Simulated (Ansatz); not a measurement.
**BaTiO3 (Pm-3m): how G0W0 depends on its starting point**

Aim: G0W0 for BaTiO3 (Pm-3m) on several starting functionals, at one mesh, band count and screening cutoff.

Main program and level: Ansatz 0.2.0; G0W0 on several functionals, plane waves, PAW.

Most raw output is cut from this account.

In doubt: masses and optical values from hybrid runs of this build are listed as unsure (steps 6, 7, 8), which bears on the screening that GW takes from such a start.

## Step 1: Set-up

Symmetry: Pm-3m, No. 221, cubic system. Conventional cell: a = 4.006 Å, b = 4.006 Å, c = 4.006 Å, α = 90.00°, β = 90.00°, γ = 90.00°. Nearest to Ba lie 12 O at 2.83 Å. Nearest to Ti lie 6 O at 2.00 Å. Nearest to O lie 2 Ti at 2.00 Å and 4 Ba at 2.83 Å. Farther neighbours and most contacts between anions are not listed.

The cell and positions come from the Crystallography Open Database and are kept as given unless a step says otherwise. Spin-orbit coupling is left out unless a step names it.

## Step 2: G0W0 on LDA

G0W0 replaces the xc potential by the self-energy, built once from these orbitals. Only a window of levels is corrected, while the sums run over the empty bands that the input names. This step takes PAW set soft_1 files.

This step: G0W0 on LDA, plane waves, PAW; PAW set soft_1.

Input file input.yaml:

```yaml
crystal:
  lattice:
    - [4.006, 0.0, 0.0]
    - [0.0, 4.006, 0.0]
    - [0.0, 0.0, 4.006]
  atoms:
    - { symbol: Ba, position: [0.5, 0.5, 0.5] }
    - { symbol: Ti, position: [0.0, 0.0, 0.0] }
    - { symbol: O, position: [0.5, 0.0, 0.0] }
    - { symbol: O, position: [0.0, 0.5, 0.0] }
    - { symbol: O, position: [0.0, 0.0, 0.5] }
kpoints:
  mp_grid: { grid: [4, 4, 4] }
hamiltonian:
  xc: lda
  pseudopotentials: { kind: paw, azcp: { folder: soft_1 }, xc_functional: pbe }
scf:
  occupations: { method: fixed }
gw:
  n_empty_bands: 145
  ecut_chi: 100
  qp_bands: [v2, c2]
  qp_kpoints: band_edges
  screening: { model: contour_deformation }
```

Launch:

```sh
ansatz run input.yaml --threads 2 --pin off --max-ram 73728MiB --backend cuda --events-out ev --progress --plain --runs-dir out --devices 1 --max-vram 13GiB
```

The job ended after 7.1 s (1 × NVIDIA H100 80GB HBM3 (shared by 6 runs) with 2 threads of AMD EPYC 7R13 (Zen 3), shared host; peak memory 1.1 GiB).

Numbers from this step:

```yaml
bands_summed: 165
rpa_eps_infinity_on_this_mesh_eigenvalues: 7.337, 7.337, 7.337
plane_waves_in_the_screening_matrix: 147
q_points_in_the_mesh: 64
g0w0_gap_on_the_mesh: 3.210 eV
k_of_the_valence_top: -0.5, -0.5, -0.5
k_of_the_conduction_bottom: 0, 0, 0
starting_gap_on_the_mesh: 1.706 eV
z_at_the_valence_top: 0.7090
z_at_the_conduction_bottom: 0.7291
least_direct_g0w0_gap_on_the_computed_points: 3.300 eV
```

The gap on the mesh goes from 1.71 eV to 3.21 eV, a correction of +1.50 eV. Between the two edge states, bare exchange in place of the xc potential would open the gap by 12.86 eV, and correlation takes back 11.36 eV.

## Step 3: G0W0 on PBEsol

The same correction from a different start measures what one shot leaves open.

This step: G0W0 on PBEsol, plane waves, PAW; PAW set soft_1.

Edit input.yaml of step 2 so:

```diff
@@ -14,3 +14,3 @@
 hamiltonian:
-  xc: lda
+  xc: pbesol
   pseudopotentials: { kind: paw, azcp: { folder: soft_1 }, xc_functional: pbe }
```

Wall time 7 s (1 × NVIDIA H100 80GB HBM3 (shared by 6 runs) with 2 threads); peak memory 1.1 GiB.

Numbers from this step:

```yaml
bands_summed: 165
rpa_eps_infinity_on_this_mesh_eigenvalues: 7.223, 7.223, 7.223
plane_waves_in_the_screening_matrix: 147
q_points_in_the_mesh: 64
g0w0_gap_on_the_mesh: 3.228 eV
k_of_the_valence_top: -0.5, -0.5, -0.5
k_of_the_conduction_bottom: 0, 0, 0
starting_gap_on_the_mesh: 1.747 eV
z_at_the_valence_top: 0.7106
z_at_the_conduction_bottom: 0.7300
least_direct_g0w0_gap_on_the_computed_points: 3.324 eV
```

Against the run with 4×4×4 mesh, 145 empty bands, screening to 100 eV, PAW set soft_1 files on LDA, the gap moves by +0.018 eV, while the start moved by +0.04 eV.

## Step 4: G0W0 on PBE

This step: G0W0 on PBE, plane waves, PAW; PAW set soft_1.

Edit input.yaml of step 3 so:

```diff
@@ -14,4 +14,4 @@
 hamiltonian:
-  xc: pbesol
-  pseudopotentials: { kind: paw, azcp: { folder: soft_1 }, xc_functional: pbe }
+  xc: pbe
+  pseudopotentials: { kind: paw, azcp: { folder: soft_1 } }
 scf:
```

It took 11 s on 1 × NVIDIA H100 80GB HBM3 (shared by 6 runs) with 2 threads; peak memory 1.1 GiB; 11 s of CPU time.

This step gave:

- bands summed: 165
- RPA ε∞ on this mesh (eigenvalues): 7.064, 7.064, 7.064
- plane waves in the screening matrix: 147
- G0W0 gap on the mesh: 3.153 eV
- k of the valence top: -0.5, -0.5, -0.5
- k of the conduction bottom: 0, 0, 0
- starting gap on the mesh: 1.791 eV
- least direct G0W0 gap on the computed points: 3.250 eV

Against the run with 4×4×4 mesh, 145 empty bands, screening to 100 eV, PAW set soft_1 files on PBEsol, the gap moves by −0.08 eV, while the start moved by +0.04 eV.

## Step 5: G0W0 on r2SCAN

This step: G0W0 on r2SCAN, plane waves, PAW; PAW set soft_1.

Edit input.yaml of step 4 so:

```diff
@@ -14,3 +14,3 @@
 hamiltonian:
-  xc: pbe
+  xc: r2scan
   pseudopotentials: { kind: paw, azcp: { folder: soft_1 } }
```

The job ended after 6.7 s (1 × NVIDIA H100 80GB HBM3 (shared by 6 runs) with 2 threads; peak memory 1.2 GiB).

Numbers from this step:

```
bands summed                                 : 165
RPA ε∞ on this mesh (eigenvalues)            : 6.125, 6.125, 6.125
plane waves in the screening matrix          : 147
G0W0 gap on the mesh                         : 3.109 eV
k of the valence top                         : -0.5, -0.5, -0.5
k of the conduction bottom                   : 0, 0, 0
starting gap on the mesh                     : 2.138 eV
least direct G0W0 gap on the computed points : 3.219 eV
```

Against the run with 4×4×4 mesh, 145 empty bands, screening to 100 eV, PAW set soft_1 files on PBE, the gap moves by −0.04 eV, while the start moved by +0.35 eV.

## Step 6: G0W0 on HSE06

This step: G0W0 on HSE06, plane waves, PAW; PAW set soft_1.

Edit input.yaml of step 5 so:

```diff
@@ -14,3 +14,3 @@
 hamiltonian:
-  xc: r2scan
+  xc: hse06
   pseudopotentials: { kind: paw, azcp: { folder: soft_1 } }
```

Elapsed: 15 s, on 1 × NVIDIA H100 80GB HBM3 (shared by 6 runs) with 2 threads; peak memory 1.4 GiB; 16 s of CPU time.

This step gave:

```
bands summed                                 : 165
RPA ε∞ on this mesh (eigenvalues)            : 4.917, 4.917, 4.917
plane waves in the screening matrix          : 147
G0W0 gap on the mesh                         : 3.400 eV
k of the valence top                         : -0.5, -0.5, -0.5
k of the conduction bottom                   : 0, 0, 0
starting gap on the mesh                     : 3.186 eV
least direct G0W0 gap on the computed points : 3.510 eV
```

Against the run with 4×4×4 mesh, 145 empty bands, screening to 100 eV, PAW set soft_1 files on r2SCAN, the gap moves by +0.29 eV, while the start moved by +1.05 eV.

## Step 7: G0W0 on PBE0

This step: G0W0 on PBE0, plane waves, PAW; PAW set soft_1.

Edit input.yaml of step 6 so:

```diff
@@ -14,3 +14,3 @@
 hamiltonian:
-  xc: hse06
+  xc: pbe0
   pseudopotentials: { kind: paw, azcp: { folder: soft_1 } }
```

Run time: 18 s. Hardware: 1 × NVIDIA H100 80GB HBM3 (shared by 6 runs) with 2 threads; peak memory 1.4 GiB; 19 s of CPU time.

This step gave:

- bands summed: 165
- RPA ε∞ on this mesh (eigenvalues): 4.534, 4.534, 4.534
- plane waves in the screening matrix: 147
- G0W0 gap on the mesh: 3.669 eV
- k of the valence top: -0.5, -0.5, -0.5
- k of the conduction bottom: 0, 0, 0
- starting gap on the mesh: 3.930 eV
- least direct G0W0 gap on the computed points: 3.771 eV

Against the run with 4×4×4 mesh, 145 empty bands, screening to 100 eV, PAW set soft_1 files on HSE06, the gap moves by +0.27 eV, while the start moved by +0.74 eV.

## Step 8: G0W0 on Hartree-Fock

This step: G0W0 on Hartree-Fock, plane waves, PAW; PAW set soft_1.

Edit input.yaml of step 7 so:

```diff
@@ -14,3 +14,3 @@
 hamiltonian:
-  xc: pbe0
+  xc: hf
   pseudopotentials: { kind: paw, azcp: { folder: soft_1 } }
```

The job ended after 22 s (1 × NVIDIA H100 80GB HBM3 (shared by 6 runs) with 2 threads; peak memory 1.4 GiB; 21 s of CPU time).

This step gave:

```yaml
bands_summed: 165
rpa_eps_infinity_on_this_mesh_eigenvalues: 2.431, 2.431, 2.431
plane_waves_in_the_screening_matrix: 147
g0w0_gap_on_the_mesh: 4.610 eV
k_of_the_valence_top: -0.5, -0.5, -0.5
k_of_the_conduction_bottom: 0, 0, 0
starting_gap_on_the_mesh: 11.94 eV
least_direct_g0w0_gap_on_the_computed_points: 4.775 eV
```

Against the run with 4×4×4 mesh, 145 empty bands, screening to 100 eV, PAW set soft_1 files on PBE0, the gap moves by +0.94 eV, while the start moved by +8.01 eV.

## Step 9: The starts together

All on the 4×4×4 mesh with 145 empty bands and screening to 100 eV. Times are wall times on 1 × NVIDIA H100 80GB HBM3 (shared by 6 runs) with 2 threads of AMD EPYC 7R13 (Zen 3), shared host, good to a factor of about two.

```csv
start,starting gap (eV),shift (eV),G0W0 gap (eV),RPA ε∞ (harmonic mean),"Z (valence, conduction)",time
LDA,1.71,+1.50,3.21,7.34,"0.71, 0.73",7.1 s
PBEsol,1.75,+1.48,3.23,7.22,"0.71, 0.73",7 s
PBE,1.79,+1.36,3.15,7.06,"0.71, 0.73",11 s
r2SCAN,2.14,+0.97,3.11,6.13,"0.72, 0.74",6.7 s
HSE06,3.19,+0.21,3.40,4.92,"0.76, 0.77",15 s
PBE0,3.93,−0.26,3.67,4.53,"0.77, 0.79",18 s
Hartree-Fock,11.94,−7.33,4.61,2.43,"0.87, 0.88",22 s
```

How the two edges are built up, in eV (the quasiparticle level is the starting level plus Σx plus Σc less Vxc):

```csv
run,edge,start,Σx,Σc,Vxc,Z,QP
LDA,valence top,9.86,-25.75,4.86,-20.89,0.71,9.86
LDA,conduction bottom,11.56,-12.60,-6.50,-20.60,0.73,13.07
PBEsol,valence top,10.09,-25.74,4.93,-20.65,0.71,9.93
PBEsol,conduction bottom,11.84,-12.57,-6.40,-20.28,0.73,13.15
PBE,valence top,10.24,-25.85,4.95,-20.77,0.71,10.11
PBE,conduction bottom,12.03,-12.63,-6.42,-20.28,0.73,13.27
r2SCAN,valence top,9.93,-25.92,4.83,-21.23,0.72,10.07
r2SCAN,conduction bottom,12.06,-12.56,-6.37,-20.04,0.74,13.18
```

## Step 10: Outcome

| Item | Value |
| --- | --- |
| G0W0@LDA | 3.21 eV (start 1.71 eV) |
| G0W0@PBEsol | 3.23 eV (start 1.75 eV) |
| G0W0@PBE | 3.15 eV (start 1.79 eV) |
| G0W0@r2SCAN | 3.11 eV (start 2.14 eV) |
| G0W0@HSE06 | 3.40 eV (start 3.19 eV) |
| G0W0@PBE0 | 3.67 eV (start 3.93 eV) |
| G0W0@Hartree-Fock | 4.61 eV (start 11.94 eV) |
| known limits | not at the basis limit; no spin-orbit coupling; coarse k mesh |

What this shows: The starting gaps span 10.23 eV and the G0W0 gaps 1.50 eV. Between LDA and Hartree-Fock, 1.40 eV of the 10.23 eV survives, 14 %. The order is not kept throughout: PBE starts 0.04 eV above PBEsol and ends 0.08 eV below it, so orbitals matter beside the gap. Hartree-Fock screens less than LDA (ε∞ 2.43 against 7.34). Of the 1.40 eV by which its G0W0 gap is higher, the correlation part gives +3.96 eV, and exchange with the one-particle terms, which follow the orbitals, −2.56 eV. On PBE0 and Hartree-Fock the correction is negative: that start lies above its own G0W0 value. The smallest correction, +0.21 eV, is on HSE06, the start nearest to reproducing itself, though another is as near within the errors. Bands and cutoff are finite, so the gap is not at the basis limit. The miss can reach some tenths of an eV and take either sign; the mesh is an error of its own. The 4×4×4 mesh is coarse for this cell (its supercell is 16 Å along the shortest edge). The RPA ε∞ on it, from the LDA start, is 7.34; such meshes misread the long-range screening, most where the gap is narrow. The program warns that the mesh is coarse for exact exchange, which bears on the hybrid start's gap. This is the ideal cubic cell; many perovskites, halides above all, are cubic only on average, and local tilts or off-centring can widen the gap. The many-body steps are scalar-relativistic: spin-orbit coupling is not in them.

[Paths, hosts, dates, memory and timing lines, banners, echoed tables and standing remarks are left out of the program output.]

[Logs are printed without paths, hosts, clocks, repeated set-up lines and the standing remarks that a program may print on its own settings, such as how far it seeks lower states.]

[Runs of the session that timed out or met a known fault of the program may be left out.]

[Cells called generated may have been cut or substituted from an entry of the Crystallography Open Database or the Materials Project.]

[Hosts, paths, dates, database ids (printed as entryN), source tags and the programs' standing remarks are cut or masked in the printed files.]
